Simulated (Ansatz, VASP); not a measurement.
Cu: VASP beside Ansatz

```
Cu
1.0
     1.21846   -3.97638    0.00000
     1.21846    3.97638    0.00000
     0.00000    0.00000    2.47550
Cu
2
Direct
  0.86613 0.13387 0.75000
  0.13387 0.86613 0.25000
```

This isn't the form of Cu at room conditions, which is fcc.

Alike in both runs: task relaxation of cell and atoms; functional PBE; k mesh 11 × 11 × 11; occupations fermi-dirac, width 0.05 eV; no spin polarisation.

|  | VASP | Ansatz |
| --- | --- | --- |
| version | VASP 6.6.1 | Ansatz 0.2.0 |
| potentials or method | VASP PAW PBE potentials, release 64 (Cu) | Ansatz PAW |
| plane-wave cutoff (eV) | 600 | 420 |
| valence electrons in the cell | 22 | 38 |

VASP gave:

* gap on the k mesh at the Fermi level, each at its own relaxed structure (eV): none
* relaxed volume (Å³/atom): 12.62
* relaxed cell length with the largest relative difference (Å): 4.210
* energy change over the relaxation (meV/atom): -13

**Question.** Which values does Ansatz return?

**Answer.** gap on the k mesh at the Fermi level, each at its own relaxed structure (eV): none; relaxed volume (Å³/atom): 12.57; relaxed cell length with the largest relative difference (Å): 4.204; energy change over the relaxation (meV/atom): -11.

A gap of «none» marks a metal or a gap that the smearing closes. The two sets of potentials don't hold the same shells in valence.

Caveats: the plane-wave basis is chosen anew once the cell has moved, so the energies of steps on either side of that aren't comparable (Ansatz).
